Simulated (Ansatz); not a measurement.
# TiC (Fm-3m) in Ansatz: a series of runs

Aim: see how the results for TiC move with the level of theory and the settings. Levels: PBE, revPBE+D3(BJ). Tasks: density of states, single point, equation of state.

Everything below comes from runs of Ansatz 0.2.0. Logs are shortened: lines on timing, memory, paths and dates and some standing lists are left out, and cuts for length are marked.

### 1 The structure

Symmetry: Fm-3m, No. 225, cubic system. Conventional cell: a = 4.331 Å, b = 4.331 Å, c = 4.331 Å, α = 90.00°, β = 90.00°, γ = 90.00°. Ti (site symmetry m-3m) has 6 C at 2.17 Å as nearest neighbours. C (site symmetry m-3m) is surrounded by 6 Ti at 2.17 Å.

The cell is a database's computed one.

### 2 Density of states, PBE

The input, input.yaml:

```yaml
crystal:
  lattice:
    - [0.0, 2.1657188437, 2.1657188437]
    - [2.1657188437, 0.0, 2.1657188437]
    - [2.1657188437, 2.1657188437, 0.0]
  atoms:
    - { symbol: Ti, position: [0.0, 0.0, 0.0] }
    - { symbol: C, position: [0.5, 0.5, 0.5] }
hamiltonian:
  xc: pbe
  pseudopotentials: { kind: paw }
kpoints:
  mp_grid: { grid: [11, 11, 11] }
scf:
  occupations: { method: fermi_dirac, width: 0.05 }
  n_extra_bands: 6
output:
  forces: true
  stress: true
  eigenvalues: true
  dos: { projected: false, de: 0.05, nscf_kmesh: { grid: [17, 17, 17] } }
```

Potentials or basis: Ansatz PAW.

On the command line:

```
ansatz run input.yaml --threads 2 --pin off --max-ram 5120MiB --backend cpu --events-out ev --progress --plain --runs-dir out
```

Log:

```text
Warning: RAYON_NUM_THREADS=2 ignored (pool sized by the plan → 2); use --threads N
scf.n_extra_bands = 6 over 8 filled bands (N_el = 16.0): the run solves 14 bands
Engine: ansatz 0.2.0, aarch64-unknown-linux-gnu
Pseudopotentials: kind: paw
Pseudopotential: Ti, paw, valence charge 12, recommended cutoff 420 eV (normal), Ti.paw.azcp
Pseudopotential: C, paw, valence charge 4, recommended cutoff 420 eV (normal), C.paw.azcp
Functional definition: PBE
  parameter kappa = 0.804
  parameter beta = 0.06672455060314922
  exchange = pbe_x(kappa = kappa, mu = beta*pi^2/3)
  correlation = pbe_c(beta = beta)
Crystal: 2 atoms, lattice volume = 20.316 Å³
Basis set: ecut = 420 eV, 411 PW (Γ), exchange–correlation on 48×48×48 points (8 copies of the dense FFT grid, shifted against one another)
Bands: 14, of which v1, the nominal top of the filled ones, is band 8 counted from 1 (7 counted from 0)
Symmetry: 48 space group operations
Space group: Fm-3m (ITA 225), of the structure as read, at distance tolerance 2.7e-5 Å
k-points: 56 of 1331
Non-local potential: Ti, projectors of the file, l = 0: 3, l = 1: 2, l = 2: 3, l = 3: 1
Non-local potential: C, projectors of the file, l = 0: 2, l = 1: 2, l = 2: 1
PAW form: soft (Blöchl's): semilocal exchange-correlation on the pseudo side does not see the compensation charge
PAW one-centre angular grid: Ti, 590 points (default); XC on 64 Gauss nodes
PAW one-centre angular grid: C, 110 points (default); XC on 64 Gauss nodes
Initial density: superposition of atomic densities (neutral atoms: chi_scale 0, normalization atom), corrected by the library's trained network
Initial wavefunctions: pseudopotential atomic-orbital guess
Functional: x = pbe(κ = 0.804, μ = 0.2195149727645171), c = pbe(β = 0.06672455060314922)
SCF iter   1: F=—  HF=-2752.273587 eV  |F-HF|=—  |Δ(HF+E_count)|=         —  Δρ=3.59e-3  dr2=1.80e-3  ethr=1.77e-3  ⟨swp⟩=4.5  Hψ=3706  notcnv=0
preconditioner: auto → none  [insulator: Δε(μ)=0.217 eV  Ē_g=9.825 eV  σ=0.050 eV  W_gap=0.79  n_scr=8 (ndim 8)  ℏωp=23.3 eV  f_vac=0.000  D(μ)=0.26/eV (n_scr^D=0)  ε∞_Penn≈6.6]
SCF iter   2: F=—  HF=-2752.273023 eV  |F-HF|=—  |Δ(HF+E_count)|=   5.63e-4  Δρ=1.75e-3  dr2=4.24e-4  ethr=1.13e-5  ⟨swp⟩=1.0  Hψ=1232  notcnv=0  defer=6
SCF iter   3: F=—  HF=-2752.273005 eV  |F-HF|=—  |Δ(HF+E_count)|=   1.81e-5  Δρ=1.25e-4  dr2=3.01e-6  ethr=2.65e-6  ⟨swp⟩=1.1  Hψ=734  notcnv=0  defer=6
SCF iter   4: F=—  HF=-2752.273004 eV  |F-HF|=—  |Δ(HF+E_count)|=   1.47e-6  Δρ=2.73e-5  dr2=9.58e-8  ethr=1.88e-8  ⟨swp⟩=2.6  Hψ=1210  notcnv=0  defer=6
iter 5 did not close the SCF: its close was put off for the readings that it lacked (scf_convergence_deferred on its scf_iter line)
SCF iter   5: F=-2752.273004 eV  HF=-2752.273004 eV  |F-HF|=3.69e-9  |Δ(HF+E_count)|=   3.59e-8  Δρ=5.23e-6  dr2=5.38e-9  ethr=5.98e-10  ⟨swp⟩=2.1  Hψ=912  notcnv=0  defer=6
SCF iter   6: F=-2752.273004 eV  HF=-2752.273004 eV  |F-HF|=9.23e-11  |Δ(HF+E_count)|=  7.51e-10  Δρ=8.15e-7  dr2=1.34e-10  ethr=3.36e-11  ⟨swp⟩=3.8  Hψ=2620  notcnv=0
SCF 1 converged in 6 iterations: F = -2752.273004 eV  dr2 = 1.34e-10
NSCF: frozen V_eff on 165 k-points
SCF converged after 6 iterations
Free energy (F): -2752.273004 eV
Harris-Foulkes:  -2752.273004 eV  (|F-HF|=9.23e-11)
Internal energy: -2752.270644 eV  (E = F + TS)
E sigma→0 (E₀):  -2752.271824 eV
Entropy (-TS):   -0.002359 eV (-1.180 meV/atom)
Fermi energy:    14.757014 eV
--- Per-component energies (eV) ---
  E_band       = -110.936418
  E_kinetic    = 362.331553
  E_local      = -775.366980  (includes V_loc(G=0)·N_el)
  E_nonlocal   = 31.951191
  E_hartree    = 314.733176
  E_xc         = -147.421983
  E_vxc        = -184.103582  (∫ρ·V_xc dr)
  E_paw        = -1145.233821  (= ΣΔE_a)
  E_vpaw       = -175.215256  (= ΣTr[D̂ρ^β])
  E_aug_tail   = 0.000150  (compensation charges beyond the density's cutoff)
  E_ewald      = -1393.263931
  E_smearing   = -0.002359  (= −TS)
  E_closure    = 0.000000  (closes the sum)
  Σ components = -2752.273004   (vs F -2752.273004, Δ=0.00e0)
--- Forces (eV/Å), atoms counted from 1 ---
  atom   1  Ti    -0.00000000     0.00000000    -0.00000000
  atom   2  C      0.00000000    -0.00000000     0.00000000
  max |Σ_I F_I| component: 3.88e-30 eV/Å
--- Stress (GPa, compression-positive) ---
        0.283330       0.000000       0.000000
       -0.000000       0.283330      -0.000000
        0.000000       0.000000       0.283330
  P = ⅓ Tr σ = 0.2833 GPa (2.833 kbar)
--- Band table (eV; the first three rows and the last of 56) ---
  k-point 0: bands = ["-41.8555", "-17.8894", "-17.8894", "-17.8894", "2.2931", "15.3910", "15.3910", "15.3910", "16.3684", "16.3684", "16.3684", "16.4167", "16.4167", "25.1638"]
  k-point 1: bands = ["-41.8497", "-17.9305", "-17.8933", "-17.8933", "2.4798", "14.5730", "14.8500", "14.8500", "15.7170", "15.7170", "16.7677", "17.8804", "17.8804", "25.4857"]
  k-point 2: bands = ["-41.8341", "-18.0393", "-17.9035", "-17.9035", "3.0152", "13.1318", "13.7138", "13.7138", "16.0613", "16.0613", "17.2057", "19.4312", "19.4312", "26.0098"]
  k-point 55: bands = ["-41.7586", "-18.2076", "-18.1857", "-18.0521", "5.1844", "11.3409", "11.4846", "12.2123", "17.2058", "17.6221", "18.3064", "19.9169", "20.0396", "28.2866"]
```

Wall time 1.4 s (2 threads of Arm Neoverse V1, shared host); peak memory 0.28 GiB.

What came out:

| Item | Value |
| --- | --- |
| Free energy | -2752.2730 eV |
| Pressure | 0.3 GPa |
| Band gap on the k mesh | none (metal or under the smearing width) |
| Density of states at the Fermi level | 0.26 states/eV per cell |

Levels at points of the mesh, in eV from the Fermi level:
```csv
k point,band 4,band 5,band 6,band 7,band 8,band 9,band 10,band 11,band 12,band 13
"(0.00, 0.00, 0.00)",-32.65,-12.46,0.63,0.63,0.63,1.61,1.61,1.61,1.66,1.66
```

States per cell in windows of 1 eV (zero at the Fermi level; states under -8 eV left out):
| from (eV) | total |
| --- | --- |
| -8.0 | 0.00 |
| -7.0 | 0.00 |
| -6.0 | 0.16 |
| -5.0 | 0.81 |
| -4.0 | 1.10 |
| -3.0 | 2.44 |
| -2.0 | 1.06 |
| -1.0 | 0.41 |
| 0.0 | 0.44 |
| 1.0 | 0.90 |
| 2.0 | 1.98 |
| 3.0 | 2.91 |
| 4.0 | 0.73 |
| 5.0 | 1.08 |
| 6.0 | 1.12 |
| 7.0 | 0.83 |

### 3 Single point, revPBE+D3(BJ), 9.55 Å³/atom (volume scaled by 0.94)

The input, input.yaml:

```yaml
crystal:
  lattice:
    - [0.0, 2.1215080947, 2.1215080947]
    - [2.1215080947, 0.0, 2.1215080947]
    - [2.1215080947, 2.1215080947, 0.0]
  atoms:
    - { symbol: Ti, position: [0.0, 0.0, 0.0] }
    - { symbol: C, position: [0.5, 0.5, 0.5] }
hamiltonian:
  xc: revpbe
  pseudopotentials: { kind: paw }
  dispersion: d3bj
kpoints:
  mp_grid: { grid: [11, 11, 11] }
scf:
  occupations: { method: fermi_dirac, width: 0.05 }
output:
  forces: true
  stress: true
  eigenvalues: true
```

Potentials or basis: Ansatz PAW.

On the command line:

```
ansatz run input.yaml --threads 2 --pin off --max-ram 5120MiB --backend cpu --events-out ev --progress --plain --runs-dir out
```

Log:

```text
Warning: RAYON_NUM_THREADS=2 ignored (pool sized by the plan → 2); use --threads N
Engine: ansatz 0.2.0, aarch64-unknown-linux-gnu
Pseudopotentials: kind: paw
Pseudopotential: Ti, paw, valence charge 12, recommended cutoff 420 eV (normal), Ti.paw.azcp
Pseudopotential: C, paw, valence charge 4, recommended cutoff 420 eV (normal), C.paw.azcp
Functional definition: revPBE
  parameter kappa = 1.245
  parameter beta = 0.06672455060314922
  exchange = pbe_x(kappa = kappa, mu = beta*pi^2/3)
  correlation = pbe_c(beta = beta)
Crystal: 2 atoms, lattice volume = 19.097 Å³
Basis set: ecut = 420 eV, 339 PW (Γ), exchange–correlation on 48×48×48 points (8 copies of the dense FFT grid, shifted against one another)
Bands: 12, of which v1, the nominal top of the filled ones, is band 8 counted from 1 (7 counted from 0)
Symmetry: 48 space group operations
Space group: Fm-3m (ITA 225), of the structure as read, at distance tolerance 2.7e-5 Å
k-points: 56 of 1331
Non-local potential: Ti, projectors of the file, l = 0: 3, l = 1: 2, l = 2: 3, l = 3: 1
Non-local potential: C, projectors of the file, l = 0: 2, l = 1: 2, l = 2: 1
PAW form: soft (Blöchl's): semilocal exchange-correlation on the pseudo side does not see the compensation charge
PAW frozen core: Ti, regenerated for the run's functional, and the local potential with it (the file was generated under x = pbe(κ = 0.804, μ = 0.2195149727645171), c = pbe(β = 0.06672455060314922))
PAW frozen core: C, regenerated for the run's functional, and the local potential with it (the file was generated under x = pbe(κ = 0.804, μ = 0.2195149727645171), c = pbe(β = 0.06672455060314922))
PAW one-centre angular grid: Ti, 590 points (default); XC on 64 Gauss nodes
PAW one-centre angular grid: C, 110 points (default); XC on 64 Gauss nodes
Initial density: superposition of atomic densities (neutral atoms: chi_scale 0, normalization atom), corrected by the library's trained network
[... 10 lines left out ...]
SCF 1 converged in 6 iterations: F = -2757.997552 eV  dr2 = 6.82e-12
SCF converged after 6 iterations
Free energy (F): -2757.997552 eV
Harris-Foulkes:  -2757.997552 eV  (|F-HF|=1.27e-11)
Internal energy: -2757.995154 eV  (E = F + TS)
E sigma→0 (E₀):  -2757.996353 eV
Entropy (-TS):   -0.002398 eV (-1.199 meV/atom)
Fermi energy:    15.939913 eV
--- Per-component energies (eV) ---
  E_band       = -92.520456
  E_kinetic    = 366.348044
  E_local      = -736.886051  (includes V_loc(G=0)·N_el)
  E_nonlocal   = 31.044271
  E_hartree    = 303.951936
  E_xc         = -148.762982
  E_vxc        = -185.714072  (∫ρ·V_xc dr)
  E_paw        = -1149.522883  (= ΣΔE_a)
  E_vpaw       = -175.216673  (= ΣTr[D̂ρ^β])
  E_aug_tail   = 0.000121  (compensation charges beyond the density's cutoff)
  E_ewald      = -1422.298580
  E_disp       = -1.819566  (pairwise vdW)
  E_core_change = -0.049462  (= ΣΔE_core)
  E_smearing   = -0.002398  (= −TS)
  E_closure    = 0.000000  (closes the sum)
  Σ components = -2757.997552   (vs F -2757.997552, Δ=0.00e0)
--- Forces (eV/Å), atoms counted from 1 ---
  atom   1  Ti    -0.00000000     0.00000000     0.00000000
  atom   2  C      0.00000000    -0.00000000    -0.00000000
  max |Σ_I F_I| component: 1.64e-30 eV/Å
--- Stress (GPa, compression-positive) ---
        5.459388       0.000000      -0.000000
       -0.000000       5.459388      -0.000000
       -0.000000      -0.000000       5.459388
  P = ⅓ Tr σ = 5.4594 GPa (54.594 kbar)
--- Band table (eV; the first three rows and the last of 56) ---
  k-point 0: bands = ["-40.5998", "-16.5513", "-16.5513", "-16.5513", "3.1367", "16.5962", "16.5962", "16.5962", "17.6242", "17.6242", "17.6242", "17.7211"]
  k-point 1: bands = ["-40.5923", "-16.6031", "-16.5560", "-16.5560", "3.3381", "15.7243", "16.0175", "16.0175", "16.9512", "16.9512", "18.0723", "19.2692"]
  k-point 2: bands = ["-40.5719", "-16.7399", "-16.5683", "-16.5683", "3.9143", "14.2191", "14.8045", "14.8045", "17.3293", "17.3293", "18.5650", "20.9388"]
  k-point 55: bands = ["-40.4728", "-16.9478", "-16.9206", "-16.7535", "6.1368", "12.3622", "12.5424", "13.2517", "18.5768", "19.0384", "19.8083", "21.6078"]
```

Run time: 0.67 s. Hardware: 2 threads of Arm Neoverse V1, shared host; peak memory 0.28 GiB.

Results:

- Free energy: -2757.9976 eV
- Pressure: 5.5 GPa
- Band gap on the k mesh: none (metal or under the smearing width)

Caveat: pairwise dispersion overbinds metals, which lowers pressure and volume; the PAW data sets come from PBE, with cores solved anew for the run's functional, which leaves a small shift of forces and pressure.

### 4 Single point, revPBE+D3(BJ), 9.75 Å³/atom (volume scaled by 0.96)

Edit input.yaml of step 3 so:

```diff
@@ -2,5 +2,5 @@
   lattice:
-    - [0.0, 2.1215080947, 2.1215080947]
-    - [2.1215080947, 0.0, 2.1215080947]
-    - [2.1215080947, 2.1215080947, 0.0]
+    - [0.0, 2.1364487848, 2.1364487848]
+    - [2.1364487848, 0.0, 2.1364487848]
+    - [2.1364487848, 2.1364487848, 0.0]
   atoms:
```

On the command line:

```
ansatz run input.yaml --threads 2 --pin off --max-ram 5120MiB --backend cpu --events-out ev --progress --plain --runs-dir out
```

It took 0.67 s on 2 threads of Arm Neoverse V1, shared host; peak memory 0.28 GiB.

The run converged. Its results:

```yaml
Free_energy: -2758.0038 eV
Pressure: -0.4 GPa
Band_gap_on_the_k_mesh: none (metal or under the smearing width)
```

Caveat: pairwise dispersion overbinds metals, which lowers pressure and volume; the PAW data sets come from PBE, with cores solved anew for the run's functional, which leaves a small shift of forces and pressure.

### 5 Single point, revPBE+D3(BJ), 9.95 Å³/atom (volume scaled by 0.98)

Edit input.yaml of step 4 so:

```diff
@@ -2,5 +2,5 @@
   lattice:
-    - [0.0, 2.1364487848, 2.1364487848]
-    - [2.1364487848, 0.0, 2.1364487848]
-    - [2.1364487848, 2.1364487848, 0.0]
+    - [0.0, 2.1511833799, 2.1511833799]
+    - [2.1511833799, 0.0, 2.1511833799]
+    - [2.1511833799, 2.1511833799, 0.0]
   atoms:
```

On the command line:

```
ansatz run input.yaml --threads 2 --pin off --max-ram 5120MiB --backend cpu --events-out ev --progress --plain --runs-dir out
```

Wall time 0.69 s (2 threads of Arm Neoverse V1, shared host); peak memory 0.28 GiB.

The run converged. Its results:

```
Free energy            : -2757.9959 eV
Pressure               : -5.7 GPa
Band gap on the k mesh : none (metal or under the smearing width)
```

Caveat: pairwise dispersion overbinds metals, which lowers pressure and volume; the PAW data sets come from PBE, with cores solved anew for the run's functional, which leaves a small shift of forces and pressure.

### 6 Single point, revPBE+D3(BJ), 10.16 Å³/atom

Edit input.yaml of step 5 so:

```diff
@@ -2,5 +2,5 @@
   lattice:
-    - [0.0, 2.1511833799, 2.1511833799]
-    - [2.1511833799, 0.0, 2.1511833799]
-    - [2.1511833799, 2.1511833799, 0.0]
+    - [0.0, 2.1657188437, 2.1657188437]
+    - [2.1657188437, 0.0, 2.1657188437]
+    - [2.1657188437, 2.1657188437, 0.0]
   atoms:
@@ -20 +20,5 @@
   eigenvalues: true
+  write_density: true
+  write_potential: true
+  elf: true
+  volumetric_format: npy
```

Potentials or basis: Ansatz PAW.

On the command line:

```
ansatz run input.yaml --threads 2 --pin off --max-ram 5120MiB --backend cpu --events-out ev --progress --plain --runs-dir out
```

Wall time 0.84 s (2 threads of Arm Neoverse V1, shared host); peak memory 0.29 GiB.

Results (log left out):

```
Free energy            : -2757.9751 eV
Pressure               : -10.5 GPa
Band gap on the k mesh : none (metal or under the smearing width)
```

Caveat: pairwise dispersion overbinds metals, which lowers pressure and volume; the PAW data sets come from PBE, with cores solved anew for the run's functional, which leaves a small shift of forces and pressure.

### 7 Single point, revPBE+D3(BJ), 10.36 Å³/atom (volume scaled by 1.02)

The input, input.yaml:

```yaml
crystal:
  lattice:
    - [0.0, 2.1800617706, 2.1800617706]
    - [2.1800617706, 0.0, 2.1800617706]
    - [2.1800617706, 2.1800617706, 0.0]
  atoms:
    - { symbol: Ti, position: [0.0, 0.0, 0.0] }
    - { symbol: C, position: [0.5, 0.5, 0.5] }
hamiltonian:
  xc: revpbe
  pseudopotentials: { kind: paw }
  dispersion: d3bj
kpoints:
  mp_grid: { grid: [11, 11, 11] }
scf:
  occupations: { method: fermi_dirac, width: 0.05 }
output:
  forces: true
  stress: true
  eigenvalues: true
```

On the command line:

```
ansatz run input.yaml --threads 2 --pin off --max-ram 5120MiB --backend cpu --events-out ev --progress --plain --runs-dir out
```

It took 0.67 s on 2 threads of Arm Neoverse V1, shared host; peak memory 0.28 GiB.

It converged, with:

```
Free energy            : -2757.9430 eV
Pressure               : -14.8 GPa
Band gap on the k mesh : none (metal or under the smearing width)
```

Caveat: pairwise dispersion overbinds metals, which lowers pressure and volume; the PAW data sets come from PBE, with cores solved anew for the run's functional, which leaves a small shift of forces and pressure.

### 8 Single point, revPBE+D3(BJ), 10.56 Å³/atom (volume scaled by 1.04)

Edit input.yaml of step 7 so:

```diff
@@ -2,5 +2,5 @@
   lattice:
-    - [0.0, 2.1800617706, 2.1800617706]
-    - [2.1800617706, 0.0, 2.1800617706]
-    - [2.1800617706, 2.1800617706, 0.0]
+    - [0.0, 2.1942184125, 2.1942184125]
+    - [2.1942184125, 0.0, 2.1942184125]
+    - [2.1942184125, 2.1942184125, 0.0]
   atoms:
```

On the command line:

```
ansatz run input.yaml --threads 2 --pin off --max-ram 5120MiB --backend cpu --events-out ev --progress --plain --runs-dir out
```

Wall time 0.84 s (2 threads of Arm Neoverse V1, shared host); peak memory 0.29 GiB.

Results (log left out):

| Item | Value |
| --- | --- |
| Free energy | -2757.9004 eV |
| Pressure | -18.7 GPa |
| Band gap on the k mesh | none (metal or under the smearing width) |

Caveat: pairwise dispersion overbinds metals, which lowers pressure and volume; the PAW data sets come from PBE, with cores solved anew for the run's functional, which leaves a small shift of forces and pressure.

### 9 Single point, revPBE+D3(BJ), 10.77 Å³/atom (volume scaled by 1.06)

Edit input.yaml of step 8 so:

```diff
@@ -2,5 +2,5 @@
   lattice:
-    - [0.0, 2.1942184125, 2.1942184125]
-    - [2.1942184125, 0.0, 2.1942184125]
-    - [2.1942184125, 2.1942184125, 0.0]
+    - [0.0, 2.2081947028, 2.2081947028]
+    - [2.2081947028, 0.0, 2.2081947028]
+    - [2.2081947028, 2.2081947028, 0.0]
   atoms:
```

Potentials or basis: Ansatz PAW.

On the command line:

```
ansatz run input.yaml --threads 2 --pin off --max-ram 5120MiB --backend cpu --events-out ev --progress --plain --runs-dir out
```

It took 0.69 s on 2 threads of Arm Neoverse V1, shared host; peak memory 0.28 GiB.

Results (log left out):

| Property | Result |
| --- | --- |
| Free energy | -2757.8486 eV |
| Pressure | -22.2 GPa |
| Band gap on the k mesh | none (metal or under the smearing width) |

Caveat: pairwise dispersion overbinds metals, which lowers pressure and volume; the PAW data sets come from PBE, with cores solved anew for the run's functional, which leaves a small shift of forces and pressure.

### 10 Equation of state, revPBE+D3(BJ)

No new run: the results of the series are fitted here.

What came out:

```
Equilibrium volume                      : 9.74 Å³/atom
Bulk modulus                            : 270 GPa
Pressure derivative of the bulk modulus : 4.1
```

Energy against volume, from the lowest point:
```
volume (Å³/atom)  energy (meV/atom)
           9.548               3.13
           9.752               0.00
           9.955               3.97
          10.158              14.34
          10.361              30.41
          10.564              51.70
          10.767              77.63
```

Caveat: the potentials were made for another functional, which shifts forces and pressure.
